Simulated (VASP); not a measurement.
Ba, 1 atom in the cell. It takes space group Im-3m (No. 229, cubic). The conventional cell has a = 5.025 Å, b = 5.025 Å, c = 5.025 Å, α = 90.00°, β = 90.00°, γ = 90.00°. Ba (site symmetry m-3m) has 8 Ba at 4.35 Å as nearest neighbours. 

```yaml
Program: VASP 6.6.1
Task: elastic constants
Functional: r2SCAN
Potentials_or_basis: VASP PAW PBE potentials, release 64 (Ba_sv)
Cutoff: 600 eV
k_mesh: 12 × 12 × 12
Occupations: gaussian, width 0.1 eV
Spin: no spin polarisation
Ions_in_elastic_constants: relaxed
Further_INCAR_settings: ALGO = Normal; EDIFF = 1e-08; IBRION = 6; POTIM = 0.015; NSW = 1; ISIF = 3
```

Potentials or basis: VASP PAW PBE potentials, release 64 (Ba_sv).

Run with:

```console
$ cat potpaw_PBE.64/Ba_sv/POTCAR > POTCAR
$ cp INCAR.step1 INCAR
$ mpirun -np 1 vasp_std > vasp.out
$ cp CONTCAR POSCAR
$ cp INCAR.step2 INCAR
$ mpirun -np 1 vasp_std > vasp.out
```

Hardware: 1 thread of Intel(R) Xeon(R) Platinum 8488C (Sapphire Rapids), with other jobs on the host.

Task: How long does it take, and how much memory?

Result: Run time: 100 min on 1 thread of Intel(R) Xeon(R) Platinum 8488C (Sapphire Rapids), on a shared host, peak memory 0.72 GiB. Counts: scf iterations 293, k points 72, ion steps 4.
